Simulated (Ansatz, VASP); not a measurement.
**One calculation of Mg, two programs**

Contents of INCAR:

```
SYSTEM = Mg
PREC     = Accurate       ! precision mode
ENCUT    = 520            ! plane-wave cutoff, eV
EDIFF    = 1E-7           ! SCF threshold, eV
ISMEAR   = 0              ! smearing method
SIGMA    = 0.011          ! smearing width, eV
LREAL    = .FALSE.        ! projectors in reciprocal space
LASPH    = .TRUE.         ! aspherical terms in the spheres
NELM     = 100            ! most SCF steps
ALGO     = Fast           ! electronic algorithm
ISIF     = 2              ! what is computed and relaxed
LWAVE    = .FALSE.        ! write WAVECAR
LCHARG   = .TRUE.         ! write CHGCAR
GGA      = PE             ! functional
LELF     = .TRUE.         ! ELF
LVHAR    = .TRUE.
```

Contents of KPOINTS:

```
regular mesh
0
G
  10 10 5
  0 0 0
```

The input POSCAR:

```
Mg
1.0
    3.2093000000      0.0000000000      0.0000000000
   -1.6046500000      2.7793353284      0.0000000000
    0.0000000000      0.0000000000      5.2103000000
Mg
2
Direct
    0.6666666667      0.3333333333      0.7500000000
    0.3333333333      0.6666666667      0.2500000000
```

input.yaml

```yaml
crystal:
  lattice:
    - [3.2093, 0.0, 0.0]
    - [-1.60465, 2.7793353284, 0.0]
    - [0.0, 0.0, 5.2103]
  atoms:
    - { symbol: Mg, position: [0.6666666667, 0.3333333333, 0.75] }
    - { symbol: Mg, position: [0.3333333333, 0.6666666667, 0.25] }
hamiltonian:
  xc: pbe
  pseudopotentials: { kind: paw }
kpoints:
  mp_grid: { grid: [10, 10, 5] }
scf:
  occupations: { method: gaussian, width: 0.011 }
output:
  forces: true
  stress: true
  eigenvalues: true
```

Alike in both runs: task single point; functional PBE; k mesh 10 × 10 × 5; occupations gaussian, width 0.011 eV; no spin polarisation.

|  | VASP | Ansatz |
| --- | --- | --- |
| version | VASP 6.6.1 | Ansatz 0.2.0 |
| potentials or method | VASP PAW PBE potentials, release 64 (Mg) | Ansatz PAW |
| plane-wave cutoff (eV) | 520 | 420 |
| valence electrons in the cell | 4 | 20 |

Ansatz gave:

| Property | Result |
| --- | --- |
| gap on the k mesh at the Fermi level (eV) | none |
| pressure (GPa) | -0.5 |
| largest component of the traceless stress (GPa) | 0.51 |

Task: Estimate VASP's values.

Result: gap on the k mesh at the Fermi level (eV): none; pressure (GPa): -0.6; largest component of the traceless stress (GPa): 0.53.

A gap of «none» marks a metal or a gap that the smearing closes. The two sets of potentials don't hold the same shells in valence.
